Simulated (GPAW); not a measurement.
# MnO (Fm-3m) in GPAW: a series of runs, part 2 of 2

GPAW 26.7.0.

**4. Optical spectrum, LDA+U, collinear spin, ferromagnetic start**

The input, run.py:

```python
from ase.dft.bandgap import bandgap
from ase.io import read, write
from gpaw import GPAW, PW
from gpaw.response.df import DielectricFunction

atoms = read('MnO.cif')
atoms.set_initial_magnetic_moments([5.0, 0.0])

calc = GPAW(mode=PW(600),
            xc='LDA',
            kpts={'size': (8, 8, 8), 'gamma': True},
            occupations={'name': 'fermi-dirac', 'width': 0.05},
            setups={'Mn': ':d,4.5'},
            nbands=21,
            convergence={'density': 0.0001},
            maxiter=50,
            txt='gpaw.txt')
atoms.calc = calc
energy = atoms.get_potential_energy()
calc.write('gs.gpw')
write('result.traj', atoms)
print(f'Energy: {energy:.6f} eV')
print('Moments:', calc.get_magnetic_moments().round(3))
print('Fermi level:', round(calc.get_fermi_level(), 4), 'eV')
print(f'Gap: {bandgap(calc)[0]:.4f} eV, direct: {bandgap(calc, direct=True)[0]:.4f} eV')

dense = calc.fixed_density(kpts={'size': (5, 5, 5), 'gamma': True},
                           nbands=33, convergence={'bands': 27, 'eigenstates': 1e-7},
                           update_fermi_level=True, txt='dense.txt')
dense.write('dense.gpw', mode='all')

df = DielectricFunction('dense.gpw', frequencies={'type': 'nonlinear', 'domega0': 0.05, 'omega2': 5},
                        eta=0.02, ecut=20, nbands=27, intraband=False, txt='df.txt')
for direction in ['x']:
    df.get_dielectric_function(xc='RPA', direction=direction, filename=f'df_{direction}.csv')
    e0, e = df.get_macroscopic_dielectric_constant(xc='RPA', direction=direction)
    print(f'{direction}: static eps {e0:.4f} without, {e:.4f} with local fields')
```

The input, MnO.cif:

```cif
data_MnO
_cell_length_a 3.14508043
_cell_length_b 3.14508043
_cell_length_c 3.14508043
_cell_angle_alpha 60.00000000
_cell_angle_beta 60.00000000
_cell_angle_gamma 60.00000000
_space_group_name_H-M_alt 'P1'
_space_group_name_Hall 'P 1'
_space_group_IT_number 1
loop_
_space_group_symop_operation_xyz
'x,y,z'
loop_
_atom_site_label
_atom_site_type_symbol
_atom_site_symmetry_multiplicity
_atom_site_Wyckoff_symbol
_atom_site_fract_x
_atom_site_fract_y
_atom_site_fract_z
_atom_site_occupancy
Mn1 Mn 1 a 0.0000000000 0.0000000000 0.0000000000 1
O1 O 1 a 0.5000000000 0.5000000000 0.5000000000 1
```

Potentials or basis: the program's PAW data sets (release 1.2.1) made for this functional, pw.

Run with:

```bash
$ OMP_NUM_THREADS=1 python run.py
```

gpaw.txt:

```text
__  _  _
 | _ |_)|_||  |
 |__||  | ||/\| - 26.7.0

Input parameters:
  mode=PW(ecut=600.0),
  convergence={'density': 0.0001},
  kpts=MonkhorstPack(size=(8, 8, 8), gamma=True),
  maxiter=50,
  nbands=21,
  occupations=Occupations(name='fermi-dirac', width=0.05),
  setups={'Mn': ':d,4.5'},
  xc=XC(name='LDA')

Diagonalizing LCAO Hamiltonian
Converting LCAO to pw mode

                 O

       Mn

Atoms  # Å, Bohr magnetons
|   | symbol |        x |        y |        z |    initial magnetic moments |
|---|--------|----------|----------|----------|-----------------------------|
[... 228 lines left out ...]

Local magnetic moments
|        x |        y |        z |
|----------|----------|----------|
| 0.000000 | 0.000000 | 4.512136 |  # Mn   0
| 0.000000 | 0.000000 | 0.129944 |  # O    1

Fermi level: 7.249
Eigenvalues  # (at kpt = [0.000, 0.000, 0.000])
| band index |      eig [eV] | occ [0-1] |      eig [eV] | occ [0-1] |
|------------|---------------|-----------|---------------|-----------|
|          0 |       -72.614 |     1.000 |       -67.713 |     1.000 |
|        ... |               |           |               |           |
|          3 |       -41.779 |     1.000 |       -37.019 |     1.000 |
|          4 |       -11.991 |     1.000 |       -11.539 |     1.000 |
|          5 |         2.625 |     1.000 |         4.654 |     1.000 |
|          6 |         2.625 |     1.000 |         4.654 |     1.000 |
|          7 |         2.625 |     1.000 |         4.654 |     1.000 |
|          8 |         2.889 |     1.000 |         8.489 |     0.000 |
|          9 |         2.889 |     1.000 |        10.563 |     0.000 |
|         10 |         4.253 |     1.000 |        10.563 |     0.000 |
|         11 |         4.253 |     1.000 |        10.563 |     0.000 |
|         12 |         4.253 |     1.000 |        11.335 |     0.000 |
|         13 |         7.345 |     0.126 |        11.335 |     0.000 |
|         14 |        21.615 |     0.000 |        22.303 |     0.000 |
|         15 |        23.298 |     0.000 |        26.601 |     0.000 |
|         16 |        23.298 |     0.000 |        26.601 |     0.000 |
|         17 |        23.298 |     0.000 |        26.601 |     0.000 |
|        ... |               |           |               |           |
|         20 |        27.238 |     0.000 |        29.183 |     0.000 |

Gap: 0.343 eV
Transition (v -> c):
  (s=0, k=28, n=12, [0.50, 0.50, 0.50]) -> (s=0, k=0, n=13, [0.00, 0.00, 0.00])
Direct/indirect transitions are different
Direct gap: 2.692 eV
Transition at: (s=1->0, k=0, n=7, [0.00, 0.00, 0.00])
# Writing to gs.gpw (mode='')
```

stdout:

```text
Energy: -18.153191 eV
Moments: [4.512 0.13 ]
Fermi level: 7.2485 eV
Gap: 0.3432 eV, direct: 2.6917 eV
x: static eps 4.8438 without, 4.8438 with local fields
```

Wall time 27 s (1 thread of Arm Neoverse V2, shared host); peak memory 0.26 GiB.

The run converged, but some of its settings lie outside the range that counts as converged, so its numbers aren't taken as properties of the crystal.

Results:

```
Free energy            : -18.1533 eV
Band gap on the k mesh : 0.34 eV, indirect (least direct gap 2.69 eV)
Net moment             : 5.00 μB per cell
Site moments           : Mn +4.51; O +0.13 μB
```

Caveat: the k mesh is coarse (spacing up to 0.49 Å⁻¹), so the values aren't converged; the long-wavelength limit can be off by several per cent where d states take part; response on these states lacks terms of the Hamiltonian; spectra need much finer meshes, so this one isn't converged; independent-particle spectra lack excitons; an odd mesh through Γ misses points on the zone boundary, where band edges often lie; a cell with one magnetic atom can't hold antiferromagnetic order, which such compounds often take.

**5. Dielectric tensor, LDA+U, collinear spin, ferromagnetic start**

The input, run.py:

```python
import numpy as np
from ase.dft.bandgap import bandgap
from ase.io import read, write
from gpaw import GPAW, PW
from gpaw.response.df import DielectricFunction

atoms = read('MnO.cif')
atoms.set_initial_magnetic_moments([5.0, 0.0])

calc = GPAW(mode=PW(600),
            xc='LDA',
            kpts={'size': (8, 8, 8), 'gamma': True},
            occupations={'name': 'fermi-dirac', 'width': 0.001},
            setups={'Mn': ':d,4.5'},
            nbands=21,
            convergence={'density': 0.0001},
            maxiter=150,
            txt='gpaw.txt')
atoms.calc = calc
energy = atoms.get_potential_energy()
calc.write('gs.gpw')
write('result.traj', atoms)
print(f'Energy: {energy:.6f} eV')
print('Moments:', calc.get_magnetic_moments().round(3))
print('Fermi level:', round(calc.get_fermi_level(), 4), 'eV')
print(f'Gap: {bandgap(calc)[0]:.4f} eV, direct: {bandgap(calc, direct=True)[0]:.4f} eV')

for size in [(16, 16, 16), (23, 23, 23)]:
    name = 'x'.join(str(n) for n in size)
    dense = calc.fixed_density(kpts={'size': size, 'gamma': True},
                               nbands=37, convergence={'bands': 31, 'eigenstates': 1e-7},
                               update_fermi_level=True, txt=f'dense-{name}.txt')
    dense.write(f'{name}.gpw', mode='all')
    df = DielectricFunction(f'{name}.gpw', frequencies=np.array([0.0]), hilbert=False, eta=0.001,
                            ecut=60, nbands=31, intraband=False, txt=f'df-{name}.txt')
    for xc in ['RPA']:
        for direction in ['x', 'y', 'z', [0, 1, 1], [1, 0, 1], [1, 1, 0]]:
            e0, e = df.get_macroscopic_dielectric_constant(xc=xc, direction=direction)
            print(f'{name} {xc} {direction}: {e0:.4f} without, {e:.4f} with local fields')
```

MnO.cif is that of step 4.

Potentials or basis: the program's PAW data sets (release 1.2.1) made for this functional, pw.

Run with:

```bash
$ OMP_NUM_THREADS=1 python run.py
```

gpaw.txt:

```text
__  _  _
 | _ |_)|_||  |
 |__||  | ||/\| - 26.7.0

Input parameters:
  mode=PW(ecut=600.0),
  convergence={'density': 0.0001},
  kpts=MonkhorstPack(size=(8, 8, 8), gamma=True),
  maxiter=150,
  nbands=21,
  occupations=Occupations(name='fermi-dirac', width=0.001),
  setups={'Mn': ':d,4.5'},
  xc=XC(name='LDA')

Diagonalizing LCAO Hamiltonian
Converting LCAO to pw mode

                 O

       Mn

Atoms  # Å, Bohr magnetons
|   | symbol |        x |        y |        z |    initial magnetic moments |
|---|--------|----------|----------|----------|-----------------------------|
| 0 |     Mn | 0.000000 | 0.000000 | 0.000000 | ( 0.0000,  0.0000,  5.0000) |
| 1 |      O | 3.145080 | 1.815813 | 1.283974 | ( 0.0000,  0.0000,  0.0000) |

Unit cell  # Å
| periodic |        x |        y |        z |  lengths |    angles |
|----------|----------|----------|----------|----------|-----------|
|      yes | 3.145080 | 0.000000 | 0.000000 | 3.145080 | 60.000000 |
|      yes | 1.572540 | 2.723720 | 0.000000 | 3.145080 | 60.000000 |
|      yes | 1.572540 | 0.907907 | 2.567947 | 3.145080 | 60.000000 |

Number of symmetries: 48
Symmetry operations  # r_c * U_cc + t_c -> r_c
|    | kind |            matrix            |
|----|------|------------------------------|
|  0 |  σ   |  1, 0, 0,  1, 0,-1,  1,-1, 0 |
|  1 |  C2  |  1, 0, 0,  1,-1, 0,  1, 0,-1 |
|  2 |  E   |  1, 0, 0,  0, 1, 0,  0, 0, 1 |
|  3 |  σ   |  1, 0, 0,  0, 0, 1,  0, 1, 0 |
|  4 |  C4  |  1, 0,-1,  1, 0, 0,  1,-1, 0 |
|  5 |  S6  |  1, 0,-1,  1,-1, 0,  1, 0, 0 |
|  6 |  σ   |  1, 0,-1,  0, 1,-1,  0, 0,-1 |
|  7 |  C3  |  1, 0,-1,  0, 0,-1,  0, 1,-1 |
|  8 |  S6  |  1,-1, 0,  1, 0, 0,  1, 0,-1 |
|  9 |  C4  |  1,-1, 0,  1, 0,-1,  1, 0, 0 |
| 10 |  C3  |  1,-1, 0,  0,-1, 1,  0,-1, 0 |
| 11 |  σ   |  1,-1, 0,  0,-1, 0,  0,-1, 1 |
| 12 |  σ   |  0, 1, 0,  1, 0, 0,  0, 0, 1 |
| 13 |  C4  |  0, 1, 0,  0, 1,-1, -1, 1, 0 |
| 14 |  C3  |  0, 1, 0,  0, 0, 1,  1, 0, 0 |
| 15 |  S6  |  0, 1, 0, -1, 1, 0,  0, 1,-1 |
| 16 |  C2  |  0, 1,-1,  1, 0,-1,  0, 0,-1 |
| 17 |  σ   |  0, 1,-1,  0, 1, 0, -1, 1, 0 |
| 18 |  S4  |  0, 1,-1,  0, 0,-1,  1, 0,-1 |
| 19 |  C4  |  0, 1,-1, -1, 1, 0,  0, 1, 0 |
| 20 |  C3  |  0, 0, 1,  1, 0, 0,  0, 1, 0 |
| 21 |  σ   |  0, 0, 1,  0, 1, 0,  1, 0, 0 |
| 22 |  S6  |  0, 0, 1,  0,-1, 1, -1, 0, 1 |
[... 140 lines left out ...]
  Backstep threshold: 4.0
  History deletion threshold: 6.0
  Fourier metric: weight=20.0, sigma=0.015

occupation numbers:
  Fermi-Dirac:
    width: 0.0010  # eV

poisson solver:
  ecut: 4800.0  # eV

xc functional:
  name: None

convergence criteria:
- Maximum integral of absolute [dens]ity change: 0.0001 electrons / valence electron
- Maximum [total energy] change in last 3 cyles: 0.0005 eV / valence electron
- Maximum integral of absolute [eigenst]ate change: 4e-08 eV^2 / valence electron
maximum number of iterations: 150

SCF iterations
|iter     | |      energy | eigst |  dens |  magmom |
|---------|-|-------------|-------|-------|---------|
|iter:   1| |  -19.231641 | -0.01 |       |  +5.0037|
|iter:   2| |  -18.930048 | -2.22 | -0.95 |  +5.0035|
|iter:   3| |  -18.145461 | -2.08 | -0.99 |  +5.0017|
|iter:   4| |  -18.150269 | -3.71 | -1.54 |  +5.0008|
|iter:   5| |  -18.152335c| -3.52 | -1.92 |  +5.0003|
|iter:   6| |  -18.153059c| -4.98 | -2.33 |  +5.0000|
|iter:   7| |  -18.153220c| -5.50 | -2.86 |  +5.0000|
|iter:   8| |  -18.153225c| -6.93 | -3.55 |  +5.0000|
|iter:   9| |  -18.153225c| -8.22c| -4.05c|  +5.0000|

Converged in 9 steps
Energy contributions relative to reference atoms: (reference = -33483.380042)

Energy contributions:
  Kinetic:          29.019607
  Coulomb:         -23.917597
  Zero:              0.154132
  External:          0.000000
  Xc:              -23.409367
  Entropy:          -0.000000
  Spinorbit:         0.000000
  ----------------------------
  Free energy:     -18.153225
  Extrapolated:    -18.153225

dipole moment: (-13.771254, -7.950837, -5.622091)  # |e|*Ang

Total magnetic moment: (0.000000, 0.000000, 5.000000)

Local magnetic moments
|        x |        y |        z |
|----------|----------|----------|
| 0.000000 | 0.000000 | 4.512137 |  # Mn   0
| 0.000000 | 0.000000 | 0.129991 |  # O    1

Fermi level: 7.187
Eigenvalues  # (at kpt = [0.000, 0.000, 0.000])
| band index |      eig [eV] | occ [0-1] |      eig [eV] | occ [0-1] |
|------------|---------------|-----------|---------------|-----------|
|          0 |       -72.613 |     1.000 |       -67.713 |     1.000 |
|        ... |               |           |               |           |
|          3 |       -41.778 |     1.000 |       -37.019 |     1.000 |
|          4 |       -11.991 |     1.000 |       -11.539 |     1.000 |
|          5 |         2.625 |     1.000 |         4.654 |     1.000 |
|          6 |         2.625 |     1.000 |         4.654 |     1.000 |
|          7 |         2.625 |     1.000 |         4.654 |     1.000 |
|          8 |         2.889 |     1.000 |         8.489 |     0.000 |
|          9 |         2.889 |     1.000 |        10.564 |     0.000 |
|         10 |         4.253 |     1.000 |        10.564 |     0.000 |
|         11 |         4.253 |     1.000 |        10.564 |     0.000 |
|         12 |         4.253 |     1.000 |        11.335 |     0.000 |
|         13 |         7.345 |     0.000 |        11.335 |     0.000 |
|         14 |        21.615 |     0.000 |        22.302 |     0.000 |
|         15 |        23.298 |     0.000 |        26.602 |     0.000 |
|         16 |        23.298 |     0.000 |        26.602 |     0.000 |
|         17 |        23.298 |     0.000 |        26.602 |     0.000 |
|        ... |               |           |               |           |
|         20 |        27.239 |     0.000 |        29.183 |     0.000 |

Gap: 0.343 eV
Transition (v -> c):
  (s=0, k=28, n=12, [0.50, 0.50, 0.50]) -> (s=0, k=0, n=13, [0.00, 0.00, 0.00])
Direct/indirect transitions are different
Direct gap: 2.692 eV
Transition at: (s=1->0, k=0, n=7, [0.00, 0.00, 0.00])
# Writing to gs.gpw (mode='')
```

stdout:

```text
Energy: -18.153225 eV
Moments: [4.512 0.13 ]
Fermi level: 7.1872 eV
Gap: 0.3432 eV, direct: 2.6916 eV
16x16x16 RPA x: 4.6115 without, 4.4930 with local fields
16x16x16 RPA y: 4.6115 without, 4.4930 with local fields
16x16x16 RPA z: 4.6115 without, 4.4930 with local fields
16x16x16 RPA [0, 1, 1]: 4.6115 without, 4.4930 with local fields
16x16x16 RPA [1, 0, 1]: 4.6115 without, 4.4930 with local fields
16x16x16 RPA [1, 1, 0]: 4.6115 without, 4.4930 with local fields
23x23x23 RPA x: 4.6114 without, 4.4929 with local fields
23x23x23 RPA y: 4.6114 without, 4.4929 with local fields
23x23x23 RPA z: 4.6114 without, 4.4929 with local fields
23x23x23 RPA [0, 1, 1]: 4.6114 without, 4.4929 with local fields
23x23x23 RPA [1, 0, 1]: 4.6114 without, 4.4929 with local fields
23x23x23 RPA [1, 1, 0]: 4.6114 without, 4.4929 with local fields
```

df-16x16x16.txt:

```text
FrequencyGridDescriptor(from 0.000 to 0.000 eV, 1 points)
FrequencyGridDescriptor(from 0.000 to 0.000 eV, 1 points)

Calculating chi0 body with:
    Ground state adapter containing:
    Number of spins: 2
    Number of kpoints: 4096
    Number of irreducible kpoints: 145
    Number of completely occupied states: 8
    Number of partially occupied states: 13

    Linear response parametrization:
    q_c: [0.0, 0.0, 0.0]
    Number of frequency points: 1
    Planewave cutoff: 60.0
    Number of bands: 31
    Number of planewaves: 15
    Broadening (eta): 0.001

Integrating chi0 body.

Symmetries of q_c:
    Direct symmetries (Uq -> q): 48
    Indirect symmetries (TUq -> q): 0
In total 48 allowed symmetries.

Integral kind: response function

Calculating chi0 optical extensions with:
    Ground state adapter containing:
    Number of spins: 2
    Number of kpoints: 4096
    Number of irreducible kpoints: 145
    Number of completely occupied states: 8
    Number of partially occupied states: 13

    Linear response parametrization:
    Number of frequency points: 1
    Planewave cutoff: 60.0
    Number of bands: 31
    Number of planewaves: 15
    Broadening (eta): 0.001
Integrating chi0 head and wings.

Symmetries of q_c:
    Direct symmetries (Uq -> q): 48
    Indirect symmetries (TUq -> q): 0
In total 48 allowed symmetries.

Integral kind: response function wings

Finished calculating chi0
```

Run time: 9.2 min. Hardware: 1 thread of Arm Neoverse V2, shared host; peak memory 0.83 GiB.

What came out:

| Quantity | Value |
| --- | --- |
| Free energy | -18.1532 eV |
| Band gap on the k mesh | 0.34 eV, indirect (least direct gap 2.69 eV) |
| Net moment | 5.00 μB per cell |
| Site moments | Mn +4.51; O +0.13 μB |
| Electronic dielectric tensor (diagonal) | 4.49 |

Electronic dielectric tensor:
```
4.49 0.00 0.00
0.00 4.49 0.00
0.00 0.00 4.49
```

Caveat: the gap is small at this level, which inflates the dielectric constant; the long-wavelength limit can be off by several per cent where d states take part; response on these states lacks terms of the Hamiltonian; an odd mesh through Γ misses points on the zone boundary, where band edges often lie; a cell with one magnetic atom can't hold antiferromagnetic order, which such compounds often take. The state reached can hang on the start; a lower one may exist.
